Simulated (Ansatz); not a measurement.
# Ni: the cost of one run

Computed with Ansatz 0.2.0 (DFT PBE, scalar-relativistic, plane waves, PAW, unless a step's input says otherwise).

## 1. The starting structure

The structure is trigonal, space group R-3m (No. 166). Conventional cell: a = 2.324 Å, b = 2.324 Å, c = 31.597 Å, α = 90.00°, β = 90.00°, γ = 120.00°. Ni (site symmetry 3m) has 3 Ni at 1.34 Å as nearest neighbours.

Coordinates:

```cif
data_structure
_symmetry_space_group_name_H-M 'P 1'
_symmetry_Int_Tables_number 1
_cell_length_a 10.6175
_cell_length_b 10.6175
_cell_length_c 10.6175
_cell_angle_alpha 12.565
_cell_angle_beta 12.565
_cell_angle_gamma 12.565
_cell_volume 49.25
loop_
_atom_site_label
_atom_site_type_symbol
_atom_site_fract_x
_atom_site_fract_y
_atom_site_fract_z
_atom_site_occupancy
Ni1 Ni 0.05000 0.05000 0.05000 1
Ni2 Ni 0.95000 0.95000 0.95000 1
Ni3 Ni 0.28300 0.28300 0.28300 1
Ni4 Ni 0.71700 0.71700 0.71700 1
```

(A quick probe on a coarse mesh, which set the mesh and smearing, is not shown.)

## 3. A loose first relaxation

Input file input.yaml:

```yaml
crystal:
  lattice:
    - [1.1618647136, 0.6708029051, 10.5323554816]
    - [-1.1618647136, 0.6708029051, 10.5323554816]
    - [0.0, -1.3416058104, 10.5323554816]
  atoms:
    - { symbol: Ni, position: [0.05, 0.05, 0.05], spin: 0.18 }
    - { symbol: Ni, position: [0.95, 0.95, 0.95], spin: 0.18 }
    - { symbol: Ni, position: [0.283, 0.283, 0.283], spin: 0.17 }
    - { symbol: Ni, position: [0.717, 0.717, 0.717], spin: 0.17 }
basis:
  ecutwfc: 420
kpoints:
  mp_grid: { grid: [9, 9, 9] }
hamiltonian:
  xc: pbe
scf:
  occupations: { method: gaussian, width: 0.1 }
  lower_state_search: "off"
output:
  forces: true
  stress: true
  eigenvalues: true
  populations: true
magnetization:
  spin_polarized: true
relax:
  adjacent_minimum: "off"
  f_tol: 0.04
  max_steps: 70
  cell: { stress_tol: 0.4 }
```

What time and memory should one allow on 4 threads of an x86-64 CPU, shared host?

About 4 min, with a peak of 0.75 GiB.
